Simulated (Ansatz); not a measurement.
# Cu3N: the cell at several levels of theory

One table from this session's results is given with a row withheld; the runs are named, their logs left out.

The COD entry's cell or inner coordinates are ideal or old and differ from later refinements, so a difference from it is no clean test against experiment.

Code: Ansatz 0.2.0. PAW datasets, plane waves, zero pressure. Spin-unpolarised throughout; all numbers are computed.

### The structure to begin with

It is cubic, Pm-3m (No. 221); a = 3.807 Å in the conventional setting, 13.79 Å³ an atom. Cu has 2 N at 1.90 Å; N has 6 Cu at 1.90 Å.

As a file:

```xyz
4
Lattice="3.8070 0.0000 0.0000 0.0000 3.8070 0.0000 0.0000 0.0000 3.8070" Properties=species:S:1:pos:R:3 pbc="T T T"
Cu    1.9035    0.0000    0.0000
Cu    0.0000    1.9035    0.0000
Cu    0.0000    0.0000    1.9035
N     0.0000    0.0000    0.0000
```

Set-up of the first run:

input.yaml

```yaml
crystal:
  lattice:
    - [3.807, 0.0, 0.0]
    - [0.0, 3.807, 0.0]
    - [0.0, 0.0, 3.807]
  atoms:
    - { symbol: Cu, position: [0.5, 0.0, 0.0] }
    - { symbol: Cu, position: [0.0, 0.5, 0.0] }
    - { symbol: Cu, position: [0.0, 0.0, 0.5] }
    - { symbol: "N", position: [0.0, 0.0, 0.0] }
kpoints:
  mp_grid: { grid: [6, 6, 6] }
hamiltonian:
  xc: pbe
scf:
  occupations: { method: fermi_dirac, width: 0.02 }
relax:
  f_tol: 0.005
  cell: {}
```

The run is started by

```
$ ansatz run input.yaml --threads 2 --pin off --max-ram 2211MiB --backend cpu --events-out ev --progress --plain --runs-dir out
```

Steps of the session up to this table: Relaxing with PBE; r2SCAN: cell and atoms; Relaxation with PBEsol; LDA: cell and atoms; Relaxation with HSE06.

One table of the session follows, with a row left open; its other results are not shown here.

| level | a (Å) | volume (Å³/atom) |
| --- | --- | --- |
| PBE | 3.829 | 14.033 |
| r2SCAN | ? | ? |
| PBEsol | 3.766 | 13.357 |
| LDA | 3.721 | 12.885 |
| HSE06 | 3.823 | 13.971 |

**Question.** Estimate the row for r2SCAN.

The run gave: a (Å): 3.789; volume (Å³/atom): 13.603. In the column «a (Å)» it lies between PBEsol (3.766) and HSE06 (3.823).

What this shows: From the start to the first minimum the volume moved by +1.7 %. The volume runs from LDA (least) to PBE (most), a spread of 8.9 %, or 2.9 % in length if all axes shared it alike. The meshes differ: PBE 6×6×6, r2SCAN 6×6×6, PBEsol 6×6×6, LDA 6×6×6, HSE06 4×4×4.
